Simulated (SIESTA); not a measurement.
# CaO: band structure with PBE

The system is CaO.

```
Ca O
1.0
     0.00000    2.40356    2.40356
     2.40356    0.00000    2.40356
     2.40356    2.40356    0.00000
Ca O
1 1
Direct
  0.00000 0.00000 0.00000
  0.50000 0.50000 0.50000
```

The cell is a database's computed one.

```
Program             : SIESTA 5.4.2
Task                : band structure
Functional          : PBE
Potentials or basis : PseudoDojo 0.4 standard (PBE files)
Basis               : TZDP (energy shift 0.003 Ry; two zetas on semicore shells; d shell added on Ca)
Grid cutoff         : 800 Ry
Energy shift        : 0.003 Ry
k mesh              : 10 × 10 × 10
Occupations         : fermi-dirac, width 0.05 eV
Spin                : no spin polarisation
```

- Pressure: 1.8 GPa
- Band gap on the k mesh: 3.62 eV, indirect (least direct gap 4.00 eV)
- Band gap along the path: 3.62 eV, indirect (least direct gap 4.00 eV)

Levels at the corners of the path, in eV from the valence-band top:
```
point  band 5  band 6  band 7  band 8  band 9  band 10  band 11  band 12
    Γ  -15.49    0.00    0.00    0.00    4.70     6.20     6.20     6.20
    X  -15.25   -1.33   -0.38   -0.38    3.62     8.04     8.87     9.52
    W  -14.87   -1.30   -1.08   -1.08    6.31     6.31     8.37     9.54
    K  -14.89   -1.35   -1.23   -0.79    5.12     8.00     8.56     9.04
    Γ  -15.49    0.00    0.00    0.00    4.70     6.20     6.20     6.20
    L  -14.31   -2.66   -1.21   -1.21    7.04     8.37     8.37     8.51
    U  -14.89   -1.35   -1.23   -0.79    5.12     8.00     8.56     9.04
    W  -14.87   -1.30   -1.08   -1.08    6.31     6.31     8.37     9.54
    L  -14.31   -2.66   -1.21   -1.21    7.04     8.37     8.37     8.51
    K  -14.89   -1.35   -1.23   -0.79    5.12     8.00     8.56     9.04
    U  -14.89   -1.35   -1.23   -0.79    5.12     8.00     8.56     9.04
    X  -15.25   -1.33   -0.38   -0.38    3.62     8.04     8.87     9.52
```

Wall time 67 s on 1 thread of Intel(R) Xeon(R) 6975P-C (Granite Rapids), on a shared host, peak memory 0.34 GiB.

Caveat: the basis of atomic orbitals isn't converged, which shifts pressures, moduli and gaps. A hybrid or GW would open this gap; PBE tends to underestimate it.
